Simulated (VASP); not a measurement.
A run of VASP 6.6.1:

The input INCAR:

```
SYSTEM = Ni
ALGO = Normal
EDIFF = 1E-7
EDIFFG = -0.01
ENCUT = 600
GGA = RE
IBRION = 2
ISIF = 3
ISMEAR = -1
ISPIN = 2
IVDW = 13
LASPH = .True.
LCHARG = .False.
LMAXMIX = 4
LORBIT = 11
LREAL = .False.
LWAVE = .False.
MAGMOM = 1
NELM = 100
NSW = 60
PREC = Accurate
SIGMA = 0.05
```

KPOINTS

```
k-points
0
Gamma
  13 13 13
  0 0 0
```

The input POSCAR:

```
Ni
1.0
    0.0000000000      1.7375729330      1.7375729330
    1.7375729330      0.0000000000      1.7375729330
    1.7375729330      1.7375729330      0.0000000000
Ni
1
Direct
    0.0000000000      0.0000000000      0.0000000000
```

Potentials or basis: VASP PAW PBE potentials, release 64 (Ni).

Launch:

```sh
$ cat potpaw_PBE.64/Ni/POTCAR > POTCAR
$ mpirun -np 1 vasp_std > vasp.out
```

Hardware: 1 thread of Intel(R) Xeon(R) 6975P-C (Granite Rapids), with other jobs on the host.

How long does it take, and how much memory?

Run time: 13 s on 1 thread of Intel(R) Xeon(R) 6975P-C (Granite Rapids) (shared host), peak memory 0.14 GiB. Counts: scf iterations 13, k points 84, ion steps 1.
